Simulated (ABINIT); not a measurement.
HgSe:

```
CELL_PARAMETERS angstrom
0.00000 3.03900 3.03900
3.03900 0.00000 3.03900
3.03900 3.03900 0.00000
ATOMIC_POSITIONS crystal
Hg 0.00000 0.00000 0.00000
Se 0.75000 0.75000 0.75000
```

Program: ABINIT 10.8.3 (patched build). Alike in all runs: no spin polarisation; cell as given; cutoff (eV) 1061; smearing fermi-dirac 0.05 eV.

Problem. Order these runs on this cell by their pressure, lowest first.
A. level PBE; potentials or basis PseudoDojo NC SR PBE v0.4.1 standard; k mesh 6 × 6 × 6
B. level PBEsol; potentials or basis PseudoDojo NC SR PBEsol v0.4.1 standard; k mesh 6 × 6 × 6, with 4 shifts; bands in the sums 24; broadening (eV) 0.1; scissor shift (eV) 0; tensor components [11]
C. level LDA; potentials or basis PseudoDojo NC SR LDA v0.4.1 standard; k mesh 6 × 6 × 6

Solution. C (-0.7 GPa), B (1.2 GPa), A (4.4 GPa).
